**Q.** We may grow tin in the hexagonal-diamond form and need its density, stiffness and gap. Ten calculations came back and they disagree. What am I looking at?

Hexagonal-diamond tin (P6_3/mmc, 4 atoms per cell, periodic in 3D) by the methods named in the rows, without spin or spin-orbit coupling. Gaps and times are from single points on the r2SCAN-relaxed cell, with overlapping bands given as zero gap; volumes are relaxed or from energy curves, moduli at fixed cell shape. Rows with 72 atoms use a periodic cluster of 3×3×2 cells.

| name | kind | band gap (eV) | volume per atom (Å³) | bulk modulus (GPa) | atoms computed | rough processor time, order of size (s) |
| --- | --- | --- | --- | --- | --- | --- |
| PBE coarse-settings | low cutoff and mesh | 0.000 | n/a | n/a | 4 | 1 |
| GFN1-xTB tblite | tight binding | 0.000 | 35.00 | 57.80 | 72 | 2 |
| GFN2-xTB tblite | tight binding | 0.000 | 34.30 | 40.00 | 72 | 5 |
| PBE | semilocal | 0.000 | 36.84 | 36.20 | 4 | 6 |
| PBE SZV | small basis | 0.000 | 36.59 | 42.00 | 4 | 7 |
| PM6 | semi-empirical | 2.280 | n/a | n/a | 72 | 9 |
| PBE sz-orbitals | small basis | 0.000 | n/a | n/a | 4 | 10 |
| r2SCAN | semilocal | 0.000 | 35.41 | 43.00 | 4 | 10 |
| PM7 | semi-empirical | 3.855 | n/a | n/a | 72 | 20 |
| PBE DZVP | small basis | 0.000 | 37.29 | 34.60 | 4 | 20 |

**A.** Every row describes the same fourfold-bonded crystal, with four neighbours at 2.841 Å, a different phase from the metallic white tin of solder. All runs start from the cell relaxed with r2SCAN, so I measure steps against that row. It is a yardstick for a static lattice, without temperature, zero-point motion, spin or spin-orbit coupling, and need not be nature. Against it the volume per atom runs from 3.1 % smaller (GFN2) to 5.3 % larger (PBE DZVP), while the bulk modulus, the pressure per fractional change of volume, scatters several times as widely.

**Q.** Why should stiffness scatter so much more than volume?

**A.** Partly because a bond stiffens as it is squeezed, so an error in volume is amplified in the modulus; some methods also change the bond's stiffness itself, as shown further on. Think of a single anharmonic spring with a weight hung on it: the weight lengthens the spring, and the lengthened spring is softer although the spring itself is unchanged. Two functionals can differ in this way, by a nearly constant extra pressure on the same energy curve. The picture holds only for uniform scaling of the cell and for methods that share the spring; it has no place for cell shape or bands.

The Murnaghan form makes this quantitative. Let $V$ be the volume per atom, $P$ the pressure, $B=-V\,dP/dV$ the modulus, and $V_0$, $B_0$ the values at zero pressure. Assume $B=B_0+B'P$ with the customary slope $B'=4$. Integration gives

$$V_0=V\left(1+\frac{B'P}{B_0}\right)^{1/B'},\qquad B(V)=B_0\left(\frac{V_0}{V}\right)^{B'}.$$

A constant extra pressure leaves $B(V)$ as it is and only moves the point where $P=0$, so methods on a common curve obey $B_0\propto V_0^{-B'}$.

**Q.** Can you show me that with PBE?

**A.** On the r2SCAN cell PBE finds a pressure of +1.55 GPa, so the crystal wants to expand. The first formula gives

$$V_0=35.41\left(1+\frac{4\times1.55}{36.2}\right)^{1/4}=35.41\times1.0403=36.84\ \text{Å}^3,$$

which is the PBE entry. That is a check of consistency only, since pressure, volume and modulus come from one energy surface. The second step is a real test, because it predicts the PBE modulus from the r2SCAN one:

$$B_0=43.0\left(\frac{36.84}{35.41}\right)^{-4}=36.7\ \text{GPa}.$$

The table's 36.2 GPa lies 1.4 % below this estimate, which uses the assumed slope and no fitted constant. With that slope, nearly all of PBE's softness goes with its 4.0 % larger volume. Overlong bonds are a known tendency of PBE.

**Q.** Does the rule cover every row with a modulus?

**A.** No. It holds for PBE and PBE DZVP, two of the five rows that can be compared with r2SCAN. A power law $B_0\propto V_0^{-n}$ fitted to r2SCAN, PBE and PBE DZVP gives $n=4.2$, close to the assumed slope, though two constants on three points is a thin fit. The bond-length rule for covalent solids, $n=7/6$, misses PBE by 12 % and DZVP by more; it is meant to relate different materials, which have different springs. The residuals are in the output below.

The minimal basis and the two tight-binding rows were kept out of the fit, because a rigid basis or a parametrised repulsion can change the spring itself, and the tight-binding clusters also see few k points. Relative to the fitted curve SZV is 12 % too stiff, GFN1 28 % too stiff and GFN2 19 % too soft. GFN2 also fails the consistency check, by 0.9 % in volume, where PBE, SZV and GFN1 pass; the outputs do not show why, so its deviation is the least certain of the three.

**Q.** SZV gives 42 GPa against 43 for r2SCAN. Is the small basis then better than full PBE?

**A.** No, two deviations offset each other there. Its volume is 3.3 % too large, which should soften it almost as much as PBE, and its excess stiffness makes up the loss. Brought to the common r2SCAN volume, SZV has 47.9 GPa where PBE has 42.4 GPa. The larger DZVP basis falls back onto the common curve, which points to the small basis as the cause: it probably has too few orbitals to adapt under compression. This assumes that DZVP shares SZV's potential with four valence electrons per atom; the plane-wave run also includes the 4d shell. The small-basis rows do not approach the plane-wave PBE volume from one side: SZV lies below it and DZVP above it, and these differences include the change of potential as well as the basis.

**Q.** GFN1 lands within 1.2 % of the r2SCAN volume. Can I take its geometry?

**A.** At most as a rough mean density, and even there the agreement may be luck. The pressure averages three stresses, and a hexagonal cell can hide an imbalance in that average. GFN1 has a mean pressure of −0.65 GPa, but the stress along the c axis differs from that in the plane by −4.08 GPa; GFN2 differs by −2.30 GPa and PBE by −0.29 GPa. Taken at face value, both tight-binding models would shorten the cell along c. But the coarse PBE run, whose 3×3×2 mesh matches the sampling of the cluster, shows an imbalance of −2.74 GPa as well, far more than full PBE. Much of the effect may therefore come from too few k points rather than from the models, though the cutoff of that run was lowered too. A larger cluster, or the same models with more k points, would decide. The tight-binding moduli, taken at fixed shape, carry the same doubt.

**Q.** Eight rows print a band gap of zero. Is that agreement?

**A.** No, the zeros I can inspect are of different kinds. In PBE the highest filled band rises 0.225 eV above the bottom of the next one at another point along the c direction, which makes a semimetal. In SZV the bands merely touch at the zone centre, although the points of both PBE band edges were inspected too. In GFN1 and GFN2 the frontier level is degenerate, where the coarse PBE run shows a gap on the same few points. These runs leave out spin-orbit splitting, which in an atom as heavy as tin can be as large as the PBE overlap or larger. No row settles whether the real crystal has a gap.

Sampling matters too. PBE's band edges lie at 0.1 and 0.25 of the reciprocal vector along c, whereas a 3×3×2 mesh, or the equivalent 72-atom cluster, sees only the centre and the boundary of the zone in that direction. The coarse PBE run shows the consequence: its own mesh gives a gap of +0.176 eV, and added points turn this into an overlap nearly equal to that of full PBE.

**Q.** And the 2.28 and 3.855 eV of PM6 and PM7?

**A.** They are Hartree-Fock-type orbital gaps and no evidence of a semiconductor. Theory argues the sign: an empty orbital feels the unscreened repulsion of all the electrons, a filled one that of all but itself, which pushes them apart where a real near-metal would screen the added charge. The bare Coulomb energy across the cluster, about 1 eV in the output, is no estimate of this gap, because exchange acts over bond lengths and its effect does not fade as the cluster grows. The two parametrisations differ by 1.6 eV, several times the PBE overlap.

**Q.** If the coarse PBE run finds the overlap, why pay for more?

**A.** Because a matching band overlap does not show convergence of stress or forces. Its pressure is 3.23 GPa against 1.55 GPa, worth roughly 4 % in volume, as large as the step from r2SCAN to PBE. The force on the atoms along c reverses sign as well. Cutoff and mesh were lowered together, so their shares cannot be told apart.

**Q.** What would you run, and what does it cost?

**A.** The other five tabulated volumes agree with that of r2SCAN to about 5 %, but that is no bound on the error against a real crystal; given PBE's tendency to overlong bonds, I would start from r2SCAN. Lattice mismatch to a substrate needs a converged basis and k mesh and still carries the 1.3 % step in bond length between PBE and r2SCAN. For stiffness use the same two and treat their 16 % spread as mostly a question of volume. For the gap, add spin-orbit coupling, follow the bands along c, and check with a method beyond semilocal functionals, since these tend to make gaps too small.

Cost is a weak argument for the lower rungs here, since the rough times all lie between 1 and 20 s and their order ranks no accuracy. The cluster methods pay for sampling with atoms. Diagonalisation grows as the cube of size, so for this step one cluster of 18 cells costs $18^3/18=324$ times as much as that many k points of one cell, which eats into their advantage for so small a cell.

**Q.** Would the same advice hold for silicon in this kind of structure?

**A.** The volume argument should carry over to methods that again share the spring, since silicon's covalent bonds are anharmonic too. The gap would read differently: silicon's shorter bonds split bonding and antibonding states more widely, semilocal functionals keep a finite gap that is known to be too small, and spin-orbit coupling is much weaker. Tin sits where that gap has closed or nearly so, and there a few tenths of an eV decide between semimetal and semiconductor.

Numerical output:

```
Steps against r2SCAN: volume %, bond length % (fixed shape), modulus %
  GFN1-xTB tblite   -1.2 -0.39  +34.4
  GFN2-xTB tblite   -3.1 -1.06   -7.0
  PBE               +4.0 +1.33  -15.8
  PBE SZV           +3.3 +1.10   -2.3
  PBE DZVP          +5.3 +1.74  -19.5
  PBE SZV against PBE: volume -0.7 %, modulus +16.0 %
  PBE DZVP against PBE: volume +1.2 %, modulus -4.4 %
Rounding of table: volume 0.01 %, modulus 0.12 %
Murnaghan, B'=4: P GPa, V model, V table A^3, error %, P needed GPa, B at r2SCAN volume GPa
  PBE              +1.55 36.84 36.84 +0.00 +1.55 42.4
  PBE SZV          +1.45 36.57 36.59 -0.05 +1.47 47.9
  GFN1-xTB tblite  -0.65 35.00 35.00 +0.01 -0.66 55.2
  GFN2-xTB tblite  -0.86 34.62 34.30 +0.94 -1.20 35.2
  worst row: GFN2-xTB tblite; linear P/B for PBE 4.3 %
B ~ V^-n fitted on r2SCAN, PBE, PBE DZVP: n = 4.24, B at r2SCAN volume 43.0 GPa
Table modulus over model, %: fitted n; n=4 and n=7/6 from r2SCAN (* not in fit)
  GFN1-xTB tblite *   +28.1  +28.3  +32.6
  GFN2-xTB tblite *   -18.7  -18.1  -10.4
  PBE                  -0.4   -1.4  -11.8
  PBE SZV *           +12.3  +11.4   +1.5
  r2SCAN               +0.1   +0.0   +0.0
  PBE DZVP             +0.3   -1.0  -14.5
Stress on the r2SCAN cell, GPa: in plane, along c, mean, c minus plane
  PBE coarse-settings  +4.14 +1.40 +3.23 -2.74
  PBE                  +1.65 +1.36 +1.55 -0.29
  PBE SZV              +1.44 +1.47 +1.45 +0.03
  GFN1-xTB tblite      +0.71 -3.37 -0.65 -4.08
  GFN2-xTB tblite      -0.09 -2.40 -0.86 -2.30
Coarse minus PBE pressure +1.67 GPa (ratio 2.08), roughly 4 % in volume
Force along c, eV/A: coarse +0.100, PBE -0.045, SZV +0.058
Coarse minus PBE energy 0.47 eV/atom
Gap on own mesh / with extra k, eV: coarse +0.176 / -0.233, PBE -0.090 / -0.225
Missed by own mesh: coarse 0.41 eV, PBE 0.13 eV; SZV 7e-6, xTB 3e-6 eV (touching)
PM6 2.28, PM7 3.85, difference 1.58 eV; bare e^2/L for L=13.7 A about 1 eV
Cluster = 18 cells; cubic scaling penalty against as many k points: x324
Rough time s: low cutoff and mesh 1-1; semi-empirical 9-20; semilocal 6-10; small basis 7-20; tight binding 2-5
```
